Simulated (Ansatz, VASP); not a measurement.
One calculation of Tl, two programs

```xyz
1
Lattice="0.0000 2.5348 2.5348 2.5348 0.0000 2.5348 2.5348 2.5348 0.0000" Properties=species:S:1:pos:R:3 pbc="T T T"
Tl    0.0000    0.0000    0.0000
```

Alike in both runs: task single point; functional BLYP; k mesh 12 × 12 × 12; occupations fermi-dirac, width 0.1 eV; no spin polarisation.

```csv
,VASP,Ansatz
version,VASP 6.6.1,Ansatz 0.2.0
potentials or method,"VASP PAW PBE potentials, release 64 (Tl_d)","plane waves (420 eV) with PAW, scalar-relativistic"
plane-wave cutoff (eV),520,420
valence electrons in the cell,13,13
```

|  | VASP | Ansatz | Ansatz less VASP |
| --- | --- | --- | --- |
| pressure (GPa) | 1.9 | 1.8 | -0.03 |

The functional is the same, so the differences come from potentials, cutoffs and numerics.

Caveats: the PAW data sets were made with another functional, which shifts forces and pressure a little (VASP). The runs have no spin-orbit coupling, so splittings on Tl are missing.
